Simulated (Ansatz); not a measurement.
The cell is COD entry 9012192, as deposited and not checked against the literature; nothing was relaxed.

A run of Ansatz 0.2.0 printed the following.

```
W: projections on atomic orbitals take those of the free atom 1s2 2s2 2p6 3s2 3p6 3d10 4s2 4p6 4d10 4f14 5s2 5p6 5d4 6s2, of charge +0.00 (hamiltonian.pseudopotentials.projection_atoms)
S: projections on atomic orbitals take those of the free atom 1s2 2s2 2p6 3s2 3p4, of charge +0.00 (hamiltonian.pseudopotentials.projection_atoms)
LAPW: plane waves up to 8.717 Å⁻¹, error target 1.0e-3 eV per atom; small_component_spin mean_spin; S in spheres of 1.026 Å, 14 of its electrons in bands, Dirac shells []; W in spheres of 1.364 Å, 44 of its electrons in bands, Dirac shells []
Engine: ansatz 0.2.0
Pseudopotentials: kind: all_electron
Pseudopotential: W, LAPW, valence charge 44, Koelling and Harmon's equation, gaussian nucleus
Pseudopotential: S, LAPW, valence charge 14, Koelling and Harmon's equation, gaussian nucleus
Functional definition: PBEsol
  exchange = pbesol_x
  correlation = pbesol_c
Crystal: 3 atoms, lattice volume = 53.232 Å³
Basis set: ecut = 289.4951433897936 eV, 599 PW (Γ), FFT grids on a1−a3, a2−a3, a3, exchange–correlation at level 2
Bands: 44, of which v1, the nominal top of the filled ones, is band 36 counted from 1 (35 counted from 0)
Symmetry: 6 space group operations
Space group: R3m (ITA 160), of the structure as read, at distance tolerance 3.8e-5 Å
k-points: 344 of 3375 (time reversal used)
Non-local potential: W, projectors of the file, none
Non-local potential: S, projectors of the file, none
Initial density: superposition of atomic densities (chi_scale 0.1, normalization cell, long waves kept (reshape's long-wave potential 0.08 eV rms))
Initial wavefunctions: plane waves of lowest kinetic energy (no species holds an atomic orbital)
Functional: x = pbesol(κ = 0.804, μ = 0.12345679012345678), c = pbesol(β = 0.046)
iter 1 solved again at ethr=1.15e-3 eV; its pass at ethr=1.00e-1 eV (dr2=8.29e-1 eV) is discarded
SCF iter   1: F=—  HF=-460768.131675 eV  |F-HF|=—  |Δ(HF+E_count)|=         —  Δρ=3.71e-2  dr2=8.30e-1  ethr=1.15e-3  ⟨swp⟩=2.0  Hψ=97361  notcnv=0
preconditioner: auto → Resta (q_TF=auto, 2.869 Å⁻¹)  ε∞=2.9  [insulator: Δε(μ)=0.997 eV  Ē_g=21.051 eV  σ=0.030 eV  W_gap=1.00  n_scr=28 (ndim 8)  ℏωp=28.8 eV  f_vac=0.134  D(μ)=0.00/eV (n_scr^D=0)  ε∞_Penn≈2.9]
SCF iter   2: F=—  HF=-460767.832157 eV  |F-HF|=—  |Δ(HF+E_count)|=   3.00e-1  Δρ=1.79e-2  dr2=4.46e-1  ethr=1.15e-3  ⟨swp⟩=2.9  Hψ=45226  notcnv=0
SCF iter   3: F=—  HF=-460767.759001 eV  |F-HF|=—  |Δ(HF+E_count)|=   7.32e-2  Δρ=1.24e-2  dr2=8.91e-2  ethr=6.20e-4  ⟨swp⟩=3.0  Hψ=45641  notcnv=0
iter 4 solved again at ethr=1.02e-5 eV; its pass at ethr=1.24e-4 eV (dr2=7.38e-3 eV) is discarded
SCF iter   4: F=—  HF=-460767.731314 eV  |F-HF|=—  |Δ(HF+E_count)|=   2.77e-2  Δρ=3.68e-3  dr2=7.38e-3  ethr=1.02e-5  ⟨swp⟩=2.0  Hψ=75681  notcnv=0
SCF iter   5: F=—  HF=-460767.731664 eV  |F-HF|=—  |Δ(HF+E_count)|=         —  Δρ=6.40e-4  dr2=2.85e-4  ethr=1.02e-5  ⟨swp⟩=2.0  Hψ=43042  notcnv=0
the basis was enlarged: its passes take 505.0 KiB over the memory plan, 1 of 1 planned eigensolver slots
SCF iter   6: F=—  HF=-460767.731842 eV  |F-HF|=—  |Δ(HF+E_count)|=   1.78e-4  Δρ=2.61e-4  dr2=8.62e-5  ethr=3.96e-7  ⟨swp⟩=3.0  Hψ=44299  notcnv=0
SCF iter   7: F=—  HF=-460767.731820 eV  |F-HF|=—  |Δ(HF+E_count)|=   2.18e-5  Δρ=8.93e-5  dr2=5.93e-6  ethr=1.20e-7  ⟨swp⟩=3.0  Hψ=43122  notcnv=0
SCF iter   8: F=—  HF=-460767.731825 eV  |F-HF|=—  |Δ(HF+E_count)|=   5.16e-6  Δρ=3.81e-5  dr2=1.07e-6  ethr=8.23e-9  ⟨swp⟩=3.0  Hψ=44171  notcnv=0
SCF iter   9: F=—  HF=-460767.731827 eV  |F-HF|=—  |Δ(HF+E_count)|=   1.52e-6  Δρ=1.37e-5  dr2=2.42e-7  ethr=1.48e-9  ⟨swp⟩=3.0  Hψ=45228  notcnv=0
SCF iter  10: F=-460767.731827 eV  HF=-460767.731827 eV  |F-HF|=3.91e-8  |Δ(HF+E_count)|=   3.48e-8  Δρ=6.03e-6  dr2=2.34e-8  ethr=3.36e-10  ⟨swp⟩=3.0  Hψ=43336  notcnv=0
SCF 1 converged in 10 iterations: F = -460767.731827 eV  dr2 = 2.34e-8
NSCF: frozen V_eff on 113 k-points
SCF converged after 10 iterations
Free energy (F): -460767.731827 eV
Harris-Foulkes:  -460767.731827 eV  (|F-HF|=3.91e-8)
Internal energy: -460767.731827 eV  (E = F + TS)
E sigma→0 (E₀):  -460767.731827 eV
Fermi energy:    14.709518 eV
--- Per-component energies (eV) ---
  E_band       = -7344.578826
  E_kinetic    = 513478.893639
  E_xc         = -10065.630002
  E_electrostatic = -964180.995464  (all electrons and nuclei)
  E_smearing   = -0.000000  (= −TS)
  E_closure    = 0.000000  (closes the sum)
  E_atoms      = -460744.039139  (free atoms, spherical and without spin; not in F)
  Σ components = -460767.731827   (vs F -460767.731827, Δ=0.00e0)
  Basis errors (estimates in eV, not in F): energy 4.8e-4 per atom: plane waves 4.4e-4 (2.5e-4 summed), levels above the bands 1.7e-131, relativity 2.7e-8, radial functions 4.5e-5, core shells 2.9e-8; eigenvalues (radial functions only) 1.5e-6; not estimated: angular momenta, meshes, grids; target (lapw.basis_error) 1.0e-3; muffin-tin radii S 1.026 Å, W 1.364 Å
--- Forces (eV/Å), atoms counted from 1 ---
  atom   1  W     -0.00000000    -0.00000000    -0.59916944
  atom   2  S      0.00000000    -0.00000000     0.23196897
  atom   3  S      0.00000000     0.00000000     0.36717028
  max |Σ_I F_I| component: 3.02e-5 eV/Å
--- Stress (GPa, compression-positive) ---
       -0.920154       0.000000       0.000000
        0.000000      -0.920154      -0.000000
        0.000000      -0.000000       0.091475
  P = ⅓ Tr σ = -0.5829 GPa (-5.829 kbar)
--- Band table (eV; the first three rows and the last of 344) ---
  k-point 0: bands = ["-403.9124", "-403.9098", "-403.9098", "-219.2055", "-219.2055", "-219.1949", "-219.1949", "-219.1856", "-191.4377", "-191.4316", "-136.5070", "-136.5070", "-136.5014", "-136.5014", "-136.4685", "-136.4567", "-60.2930", "-24.6074", "-24.4209", "-24.4209", "-14.5726", "-14.5726", "-14.5649", "-14.5514", "-14.5514", "-14.5487", "-14.5453", "-1.4262", "0.5899", "6.5408", "10.6890", "10.6890", "11.9481", "11.9481", "12.6782", "13.0074", "16.4200", "16.4200", "16.7834", "16.7834", "18.8572", "21.9062", "22.5980", "24.0920"]
  k-point 1: bands = ["-403.9124", "-403.9098", "-403.9098", "-219.2055", "-219.2055", "-219.1949", "-219.1949", "-219.1856", "-191.4377", "-191.4316", "-136.5070", "-136.5070", "-136.5014", "-136.5014", "-136.4685", "-136.4567", "-60.2922", "-24.6045", "-24.4372", "-24.4246", "-14.5727", "-14.5724", "-14.5644", "-14.5517", "-14.5515", "-14.5485", "-14.5459", "-1.3487", "0.6121", "6.6362", "10.4893", "10.7647", "11.6254", "11.8247", "12.7631", "13.0719", "16.3429", "16.5279", "16.5628", "16.7509", "19.2244", "22.2211", "22.6408", "23.9970"]
  k-point 2: bands = ["-403.9124", "-403.9098", "-403.9098", "-219.2055", "-219.2055", "-219.1949", "-219.1949", "-219.1856", "-191.4377", "-191.4316", "-136.5070", "-136.5070", "-136.5014", "-136.5014", "-136.4685", "-136.4567", "-60.2899", "-24.5961", "-24.4829", "-24.4353", "-14.5728", "-14.5717", "-14.5630", "-14.5525", "-14.5518", "-14.5479", "-14.5474", "-1.1233", "0.6767", "6.9068", "9.9868", "10.9771", "11.0222", "11.5182", "12.7514", "13.0884", "15.9550", "16.4908", "16.5005", "16.9652", "20.0696", "22.5351", "22.9817", "23.9103"]
  k-point 343: bands = ["-403.9124", "-403.9098", "-403.9098", "-219.2055", "-219.2055", "-219.1949", "-219.1949", "-219.1856", "-191.4377", "-191.4316", "-136.5070", "-136.5070", "-136.5014", "-136.5014", "-136.4685", "-136.4567", "-60.2922", "-24.6045", "-24.4372", "-24.4246", "-14.5727", "-14.5724", "-14.5644", "-14.5517", "-14.5515", "-14.5485", "-14.5459", "-1.1232", "0.1856", "7.6806", "10.2411", "10.4758", "10.7478", "11.8584", "11.9896", "14.0988", "16.4428", "16.5238", "16.5789", "16.7117", "19.4306", "22.6817", "23.4449", "24.0480"]
--- Löwdin populations: 3 sites ---
  site symbol       q [e]
     0      W     73.5574
     1      S     16.0967
     2      S     16.1108
  spilling = 0.002218 (of n_electrons = 106.000000)
```

The cell and starting positions:

```
CELL_PARAMETERS angstrom
1.57900 0.91164 6.16333
-1.57900 0.91164 6.16333
0.00000 -1.82327 6.16333
ATOMIC_POSITIONS crystal
W 0.00000 0.00000 0.00000
S 0.75030 0.75030 0.75030
S 0.58100 0.58100 0.58100
```

Parts of the input that the log doesn't repeat:

```yaml
  band_path:
    path:
      - [0.0, 0.0, 0.0]
      - [0.5, 0.5, 0.5]
      - [0.8187478403, 0.1812521597, 0.5]
      - [0.5, -0.1812521597, 0.1812521597]
      - [0.5, 0.0, 0.0]
      - [0.0, 0.0, 0.0]
      - [0.3406260799, -0.3406260799, 0.0]
      - [0.6593739201, 0.0, 0.3406260799]
      - [0.5, 0.0, 0.5]
    npoints: 14
output:
  forces: true
  stress: true
  eigenvalues: true
  populations: true
  dos: { projected: true, de: 0.2, e_range: [-14, 8] }
```

Question: Write the input that produced this log.

Answer: 
```yaml
crystal:
  lattice:
    - [1.5790003843, 0.9116362969, 6.16333]
    - [-1.5790003843, 0.9116362969, 6.16333]
    - [0.0, -1.8232725938, 6.16333]
  atoms:
    - { symbol: W, position: [0.0, 0.0, 0.0] }
    - { symbol: S, position: [0.7503, 0.7503, 0.7503] }
    - { symbol: S, position: [0.581, 0.581, 0.581] }
kpoints:
  mp_grid: { grid: [15, 15, 15] }
  band_path:
    path:
      - [0.0, 0.0, 0.0]
      - [0.5, 0.5, 0.5]
      - [0.8187478403, 0.1812521597, 0.5]
      - [0.5, -0.1812521597, 0.1812521597]
      - [0.5, 0.0, 0.0]
      - [0.0, 0.0, 0.0]
      - [0.3406260799, -0.3406260799, 0.0]
      - [0.6593739201, 0.0, 0.3406260799]
      - [0.5, 0.0, 0.5]
    npoints: 14
scf:
  occupations: { method: fermi_dirac, width: 0.03 }
hamiltonian:
  xc: pbesol
  pseudopotentials: { kind: all_electron, lapw: { basis_error: 0.001 } }
output:
  forces: true
  stress: true
  eigenvalues: true
  populations: true
  dos: { projected: true, de: 0.2, e_range: [-14, 8] }
```
This is the input that was run; digits and keys that the log doesn't show could differ in an equivalent one.
